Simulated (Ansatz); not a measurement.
Cu Kα1 powder pattern (kinematic, no thermal factors).
2θ (°) (relative intensity): 15.17 (100), 21.52 (25), 30.26 (7), 34.33 (53), 36.54 (32), 39.77 (13), 42.80 (6), 43.84 (28), 46.65 (25), 49.34 (3), 51.01 (28), 58.35 (21), 60.67 (20), 61.92 (6), 62.93 (3), 63.53 (1), 63.73 (6), 68.11 (6), 74.83 (1), 75.76 (7), 77.66 (2), 79.69 (1), 79.84 (7), 82.59 (4), 84.60 (5), 86.99 (4), 87.73 (5)

The pattern is computed from a structure relaxed with Ansatz, DFT PBE, scalar-relativistic, plane waves, PAW. No spin polarisation. Its elements are P.

Q: Give the structure.

A: P.
Space group I4/mcm (No. 140). a = 8.254 Å, b = 8.254 Å, c = 4.914 Å, α = 90.00°, β = 90.00°, γ = 90.00°
| atom | site | symmetry | x | y | z |
| --- | --- | --- | --- | --- | --- |
| P | 16l | ..m | 0.8524 | 0.3524 | 0.2254 |

A pattern alone doesn't exclude other cells with like lines; this is the one computed.

Another cell of P relaxed alike, in Pm-3m, lies 144 meV/atom lower, so this cell isn't the stable form at this level.

The cell was found from a structure generator's guess, not taken from experiment.
